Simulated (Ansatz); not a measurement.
# PbO2: checking a database structure before trusting its electric field gradients

The cell is a COD entry (listed for 62.7 GPa), atoms as given.

```cif
data_PbO2
_symmetry_space_group_name_H-M 'Pnma'
_symmetry_Int_Tables_number 62
_cell_length_a 5.3430
_cell_length_b 3.2950
_cell_length_c 6.2900
_cell_angle_alpha 90.000
_cell_angle_beta 90.000
_cell_angle_gamma 90.000
loop_
_atom_site_label
_atom_site_type_symbol
_atom_site_symmetry_multiplicity
_atom_site_Wyckoff_symbol
_atom_site_fract_x
_atom_site_fract_y
_atom_site_fract_z
Pb Pb 4 c 0.2570 0.2500 0.8920
O5 O 4 c 0.3440 0.2500 0.5840
O9 O 4 c 0.0200 0.7500 0.6790
```

One atom of each set is listed.

Level of theory: DFT, PBE, plane waves and PAW, scalar-relativistic, 420 eV cutoff, Γ-centred 4×6×4 k-points, Fermi–Dirac smearing 0.02 eV (Ansatz 0.2.0).

(1) Do the atoms and the cell lie near the calculated equilibrium?

Answers

(1) No. The largest force is 2.2 eV/Å, on atom 5 (O: 4 Pb at 1.99–2.21 Å; also 1 Pb at 3.14 Å), and the pressure is 75.9 GPa. Such values can come from a cell under pressure, imprecise or misplaced coordinates, missing atoms or a wrong setting of the space group; the run alone doesn't tell which, and gradients calculated on this entry can't be taken for those of the compound at ambient conditions.
